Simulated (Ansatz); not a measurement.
# Si6O11: the cost of one run

Program: Ansatz 0.2.0. Level of theory: DFT PBE, scalar-relativistic, plane waves, PAW. These are calculated values, not measurements.

39 further runs of the same task are left out: 39 set aside as unsound or not needed.

### Step 1. The starting structure

Symmetry: P3_121, No. 152, trigonal system. The conventional cell has a = 5.021 Å, b = 5.021 Å, c = 5.509 Å, α = 90.00°, β = 90.00°, γ = 120.00°. Around Si (site symmetry 2) lie 4 O at 1.63 Å. O (site symmetry 1) has 2 Si at 1.63 Å as nearest neighbours.

Coordinates:

```
CELL_PARAMETERS angstrom
5.02065 0.00000 0.00000
-2.51033 4.34801 0.00000
0.00000 0.00000 5.50927
ATOMIC_POSITIONS crystal
Si 0.47650 0.00000 0.33333
Si 0.00000 0.47650 0.66667
Si 0.52350 0.52350 0.00000
O 0.41445 0.25588 0.20557
O 0.74412 0.15857 0.53891
O 0.84143 0.58555 0.87224
O 0.25588 0.41445 0.79443
O 0.15857 0.74412 0.46109
O 0.58555 0.84143 0.12776
```

This cell was relaxed beforehand with the same method: volume 13.36 Å³/atom, gap on the mesh 5.68 eV.

### Step 2. Plan of the line

Atoms count from 1 in the order of the input.

An atom moved over a plane that holds its own site and a neighbouring vacancy.

First coordinate, path of O16 from its site (0) to the vacancy (1), 2.633 Å: 11 values from −0.125 to 1.125. Second coordinate, shift of O16 across the path, along a normal: 9 values from −0.500 Å.

Nothing else is relaxed (all other atoms held at the sites of the perfect crystal). Points are written as (first, second).

### Step 3. The run at (1.125, −0.500 Å)

input.yaml

```yaml
crystal:
  lattice:
    - [-2.5103274377, 4.3480146658, 0.0]
    - [0.0, 0.0, 5.5092660079]
    - [7.5309823132, 4.3480146658, 0.0]
  atoms:
    - { symbol: Si, position: [0.7617495765, 0.3333333333, 0.2382504235] }
    - { symbol: Si, position: [0.2617495765, 0.3333333333, 0.7382504235] }
    - { symbol: Si, position: [0.976500847, 0.6666666667, 0.5] }
    - { symbol: Si, position: [0.476500847, 0.6666666667, 0.0] }
    - { symbol: Si, position: [0.2617495765, 0.0, 0.2617495765] }
    - { symbol: Si, position: [0.7617495765, 0.0, 0.7617495765] }
    - { symbol: O, position: [0.0486521033, 0.2055717715, 0.2072260374] }
    - { symbol: O, position: [0.5486521033, 0.2055717715, 0.7072260374] }
    - { symbol: O, position: [0.7865130045, 0.5389051049, 0.3720609296] }
    - { symbol: O, position: [0.2865130045, 0.5389051049, 0.8720609296] }
    - { symbol: O, position: [0.6648348922, 0.8722384382, 0.9207130329] }
    - { symbol: O, position: [0.2865130045, 0.7944282285, 0.1279390704] }
    - { symbol: O, position: [0.7865130045, 0.7944282285, 0.6279390704] }
    - { symbol: O, position: [0.6648348922, 0.4610948951, 0.0792869671] }
    - { symbol: O, position: [0.1648348922, 0.4610948951, 0.5792869671] }
    - { symbol: O, position: [0.0489923466, -0.1075908815, 0.4106136804] }
    - { symbol: O, position: [0.0486521033, 0.1277615618, 0.7927739626] }
total_charge: 2
basis:
  ecutwfc: 420
kpoints:
  mp_grid: { grid: [4, 4, 2] }
hamiltonian:
  xc: pbe
  pseudopotentials: { kind: paw, azcp: { folder: soft_1 } }
scf:
  occupations: { method: gaussian, width: 0.05 }
output:
  forces: true
  stress: true
  eigenvalues: true
  write_density: true
  write_potential: true
  elf: true
  volumetric_format: npy
```

The run is started by

```bash
$ ansatz run input.yaml --threads 4 --pin off --max-ram 8192MiB --backend cpu --events-out ev --progress --plain --runs-dir out
```

**Question.** How long does this run take on 4 threads of Intel Xeon 6975P-C (Granite Rapids), shared host, and how much memory does it need?

About 5.7 s, with a peak of 0.77 GiB.
